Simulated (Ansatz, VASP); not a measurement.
## CdS in VASP and in Ansatz

```
Cd S
1.0
     0.00000    2.75324    2.75324
     2.75324    0.00000    2.75324
     2.75324    2.75324    0.00000
Cd S
1 1
Direct
  0.00000 0.00000 0.00000
  0.50000 0.50000 0.50000
```

Measurements of this composition are mostly on another form, of space group No. 186.

Alike in both runs: task single point; functional r2SCAN; dispersion rVV10; k mesh 6 × 6 × 6; occupations gaussian, width 0.1 eV; no spin polarisation.

|  | VASP | Ansatz |
| --- | --- | --- |
| version | VASP 6.6.1 | Ansatz 0.2.0 |
| potentials or method | VASP PAW PBE potentials, release 64 (Cd, S) | scalar-relativistic, plane waves, PAW |
| plane-wave cutoff (eV) | 520 | 500 |
| valence electrons in the cell | 18 | 26 |

VASP gave:

```
gap on the k mesh at the Fermi level (eV) : 0.71
least direct gap on the mesh (eV)         : 2.12
pressure (GPa)                            : -2.8
```

Task: Which values does Ansatz return?

Result: gap on the k mesh at the Fermi level (eV): 0.72; least direct gap on the mesh (eV): 2.15; pressure (GPa): -3.3.

The two sets of potentials don't hold the same shells in valence.

Caveats: the PAW data sets were made with another functional, which shifts forces and pressure a little (VASP). A k mesh can miss the band edges. r2SCAN opens gaps a little over a GGA but as a rule still falls short of measured ones.
